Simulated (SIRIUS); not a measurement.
# Sn: equation of state with PBEsol

Crystal: Sn.

```
Sn
1.0
    -1.89465    1.89465    1.89465
     1.89465   -1.89465    1.89465
     1.89465    1.89465   -1.89465
Sn
1
Direct
  0.00000 0.00000 0.00000
```

This isn't the form of Sn at room conditions, which is tetragonal (white tin).

```
Program                                     : SIRIUS 7.10.0
Task                                        : equation of state
Functional                                  : PBEsol
Potentials or basis                         : PseudoDojo 0.4.1 PBEsol standard (scalar relativistic)
Cutoff                                      : 983 eV
Density cutoff                              : 3932 eV
k mesh                                      : 10 × 10 × 10
Occupations                                 : fermi-dirac, width 0.05 eV
Spin                                        : no spin polarisation
Libxc names                                 : ["XC_GGA_X_PBE_SOL", "XC_GGA_C_PBE_SOL"]
Radial cutoff for the potentials' integrals : 6.5 bohr
```

The equilibrium volume is 26.04 Å³/atom. The bulk modulus is 53 GPa and the pressure derivative of the bulk modulus is 4.8.

Energy against volume, from the lowest point:
| volume (Å³/atom) | energy (meV/atom) |
| --- | --- |
| 25.573 | 1.43 |
| 26.117 | 0.00 |
| 26.661 | 2.28 |
| 27.205 | 7.83 |
| 27.749 | 16.23 |
| 28.293 | 27.20 |
| 28.837 | 40.45 |

All runs of the series together: 2.8 min on 1 thread of Arm Neoverse V1 (shared host).
